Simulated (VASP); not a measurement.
Input of a VASP 6.6.1 run:

Contents of INCAR:

```
SYSTEM = PbSe
ALGO = Normal ; EDIFF = 1E-6
ENCUT = 520 ; ISIF = 2
ISMEAR = -1 ; LASPH = .True.
LCHARG = .False. ; LREAL = .False.
LWAVE = .False. ; NBANDS = 17
NELM = 80 ; PREC = Accurate
SIGMA = 0.02
```

File KPOINTS:

```
k-points
0
Gamma
  6 6 6
  0 0 0
```

Contents of POSCAR:

```
PbSe
1.0
    0.0000000000      3.0183207308      3.0183207308
    3.0183207308      0.0000000000      3.0183207308
    3.0183207308      3.0183207308      0.0000000000
Pb Se
1 1
Direct
    0.0000000000      0.0000000000      0.0000000000
    0.5000000000      0.5000000000      0.5000000000
```

Potentials or basis: VASP PAW LDA potentials, release 64 (Pb_d, Se).

Launch:

```console
$ cat potpaw_LDA.64/Pb_d/POTCAR potpaw_LDA.64/Se/POTCAR > POTCAR
$ mpirun -np 1 vasp_std > vasp.out
```

Q: Estimate the band gap on the k mesh.

A: 0.02 eV, direct.

Q: Predict the pressure.

A: 0.1 GPa.

Caveat: spin-orbit coupling is left out, which moves the levels of the heavy elements.

**Measured values to compare with.**

From a printed reference work, monograph, for a bulk crystal of PbSe at 300 K: band gap 0.28 eV (direct).

Measured gap of PbSe: 0.28 eV (direct; 300 K; a printed reference work, monograph). This calculation gives 0.02 eV (-0.26 eV). 2 values of this kind are on record (0.15 to 0.28 eV); this one was drawn at random. Spin-orbit coupling on Pb, Se is left out. The value is that of LDA on a finite k mesh, which can miss the band edges, without temperature or zero-point motion. Semilocal functionals fall short of measured gaps as a rule.
